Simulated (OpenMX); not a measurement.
Ir:

```
Ir
1.0
     0.00000    1.91560    1.91560
     1.91560    0.00000    1.91560
     1.91560    1.91560    0.00000
Ir
1
Direct
  0.00000 0.00000 0.00000
```

Base run:

```yaml
Program: OpenMX 3.8.5
Functional: LDA
Potentials_or_basis: OpenMX 2013 LDA set, Ir7.0-s3p2d2f1, grid cutoff 400 Ry
k_mesh: 9 × 9 × 9
Occupations: fermi-dirac, width 0.05 eV
Spin: no spin polarisation
```

Its results: pressure -3.6 GPa.

Problem. The run is repeated on the same cell with these changes: k mesh from 9 × 9 × 9 to 13 × 13 × 13. What comes out?

Solution. Pressure -2.8 GPa.

Caveats: the basis of atomic orbitals isn't converged, which shifts pressures, moduli and gaps.

Not every run made on this cell is shown here.
